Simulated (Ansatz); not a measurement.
SrF₂ (fluorite)

```
CELL_PARAMETERS angstrom
      0.00000     5.85727     5.85727
      2.92864     2.92864     5.85727
      2.92864     2.92864     0.00000
ATOMIC_POSITIONS crystal
  Sr 0.00000 0.00000 0.00000
  Sr 0.50000 0.00000 0.00000
  F  0.00000 0.25000 0.25000
  F  0.50000 0.25000 0.25000
  F  0.00000 0.75000 0.75000
  F  0.50000 0.75000 0.75000
```

A phonon eigenvector at X = (0.5, 0.5, 0.0) is frozen into this cell: atom i moves by Q times the vector below, so Q is the largest atomic displacement, in Å. The cell is held. (q is in reciprocal vectors of the primitive cell; the cell shown is doubled to hold the pattern.)

```
atom      x      y       z
----  -----  -----  ------
Sr1   0.000  0.000  -1.000
Sr2   0.000  0.000   1.000
```

Atoms not listed stay in place.

These are PBE (plane waves to 420 eV, PAW, scalar-relativistic; Ansatz, a quantum-chemistry and plane-wave program) values and carry that method's errors. k mesh 10×10×10 (Γ-centred), Fermi-Dirac smearing 0.05 eV. SrF2 was relaxed with its symmetry unable to fall. 

```json
[
 {"Q (Å)": "-0.100", "−dE/dQ from forces (eV/Å)": "2.511"},
 {"Q (Å)": "-0.083", "−dE/dQ from forces (eV/Å)": "2.095"},
 {"Q (Å)": "-0.067", "−dE/dQ from forces (eV/Å)": "1.677"},
 {"Q (Å)": "-0.050", "−dE/dQ from forces (eV/Å)": "1.258"},
 {"Q (Å)": "-0.033", "−dE/dQ from forces (eV/Å)": "0.839"},
 {"Q (Å)": "-0.017", "−dE/dQ from forces (eV/Å)": "0.420"},
 {"Q (Å)": "0.000", "−dE/dQ from forces (eV/Å)": "0.000"},
 {"Q (Å)": "0.017", "−dE/dQ from forces (eV/Å)": "-0.420"},
 {"Q (Å)": "0.033", "−dE/dQ from forces (eV/Å)": "-0.839"},
 {"Q (Å)": "0.050", "−dE/dQ from forces (eV/Å)": "-1.258"},
 {"Q (Å)": "0.067", "−dE/dQ from forces (eV/Å)": "-1.677"},
 {"Q (Å)": "0.083", "−dE/dQ from forces (eV/Å)": "-2.095"},
 {"Q (Å)": "0.100", "−dE/dQ from forces (eV/Å)": "-2.511"}
]
```

Task: What harmonic wavenumber does the curvature at Q = 0 give?

Result: 198 cm⁻¹. E″ = 25.19 eV/Å², M = Σ mᵢ|uᵢ|² = 175.2 u, ν̃ = 521.5·√(|E″|/M).

(A displaced cell: forces are minus the slopes of the energy, force constants its curvatures, and phonons follow from these.)
